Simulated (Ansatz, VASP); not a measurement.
Given: the input of a run of VASP 6.6.1 on In.

Contents of INCAR:

```
SYSTEM = In
PREC     = Accurate       ! precision mode
ENCUT    = 600            ! plane-wave cutoff, eV
EDIFF    = 1E-7           ! SCF threshold, eV
ISMEAR   = -1             ! smearing method
SIGMA    = 0.05           ! smearing width, eV
LREAL    = .False.        ! projectors in reciprocal space
LASPH    = .True.         ! aspherical terms in the spheres
NELM     = 80             ! most SCF steps
ALGO     = Normal         ! electronic algorithm
ISIF     = 3              ! what is computed and relaxed
LWAVE    = .False.        ! write WAVECAR
LCHARG   = .False.        ! write CHGCAR
GGA      = CA             ! functional
IBRION   = 2              ! ionic algorithm
NSW      = 40             ! ionic steps
EDIFFG   = -0.02          ! ionic threshold
```

KPOINTS

```
Automatic mesh
0
Gamma
  10 10 10
  0 0 0
```

The input POSCAR:

```
In
1.0
   -1.8825252400      1.8825252400      1.8825252400
    1.8825252400     -1.8825252400      1.8825252400
    1.8825252400      1.8825252400     -1.8825252400
In
1
Direct
    0.0000000000      0.0000000000      0.0000000000
```

Potentials or basis: VASP PAW LDA potentials, release 64 (In_d).

Run with:

```sh
$ cat potpaw_LDA.64/In_d/POTCAR > POTCAR
$ mpirun -np 1 vasp_std > vasp.out
```

**Question.** Set up the same calculation for Ansatz 0.2.0. Potentials there: Ansatz PAW.

**Answer.** As run (the cutoff follows the program's own potentials):

input.yaml

```yaml
crystal:
  lattice:
    - [-1.88252524, 1.88252524, 1.88252524]
    - [1.88252524, -1.88252524, 1.88252524]
    - [1.88252524, 1.88252524, -1.88252524]
  atoms:
    - { symbol: In, position: [0.0, 0.0, 0.0] }
hamiltonian:
  xc: lda
  pseudopotentials: { kind: paw }
kpoints:
  mp_grid: { grid: [10, 10, 10] }
scf:
  occupations: { method: fermi_dirac, width: 0.05 }
output:
  forces: true
  stress: true
  eigenvalues: true
relax:
  f_tol: 0.01
  max_steps: 40
  cell: { stress_tol: 0.05 }
```

Potentials or basis: Ansatz PAW.

Launch:

```console
$ ansatz run input.yaml --threads 2 --pin off --max-ram 5632MiB --backend cpu --events-out ev --progress --plain --runs-dir out
```

Both were run:

|  | VASP | Ansatz | Ansatz less VASP |
| --- | --- | --- | --- |
| gap on the k mesh at the Fermi level, each at its own relaxed structure (eV) | none | none | - |
| relaxed volume (Å³/atom) | 24.92 | 24.81 | -0.112 |
| relaxed cell length with the largest relative difference (Å) | 3.187 | 3.182 | -0.0048 |
| energy change over the relaxation (meV/atom) | -17 | -18 | -0.8 |

A gap of «none» marks a metal or a gap that the smearing closes.

Caveats: the plane-wave basis is chosen anew once the cell has moved, so the energies of steps on either side of that aren't comparable (Ansatz); the PAW data sets come from PBE, with cores solved anew for the run's functional, which leaves a small shift of forces and pressure (Ansatz).
